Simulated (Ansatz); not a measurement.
Cubic perovskite BaSnO3, treated with LDA (Ansatz, an electronic-structure program, plane waves, PAW).

Settings: plane-wave cutoff 520 eV, 6×6×6 k mesh, scalar-relativistic PAW data made under PBE.

Cell (relaxed at this level):

```yaml
crystal:
  lattice:
    - [4.08296, 0.00000, 0.00000]
    - [0.00000, 4.08296, 0.00000]
    - [0.00000, 0.00000, 4.08296]
  atoms:
    - { symbol: Ba, position: [0.00000, 0.00000, 0.00000] }
    - { symbol: Sn, position: [0.50000, 0.50000, 0.50000] }
    - { symbol: O, position: [0.50000, 0.00000, 0.50000] }
    - { symbol: O, position: [0.00000, 0.50000, 0.50000] }
    - { symbol: O, position: [0.50000, 0.50000, 0.00000] }
```

**Question.** What does this level give for the Young modulus, elastic constant C44, elastic constant C11 and elastic constant C12?

**Answer.** 
* **Young modulus**: 257 GPa
* **elastic constant C44**: 99.9 GPa
* **elastic constant C11**: 311 GPa
* **elastic constant C12**: 93.2 GPa

Elastic constants are with the ions relaxed.

Spin–orbit coupling is not included.

Static lattice: no zero-point or thermal effects.

Cost on a shared machine: around 60 core-seconds (rough).
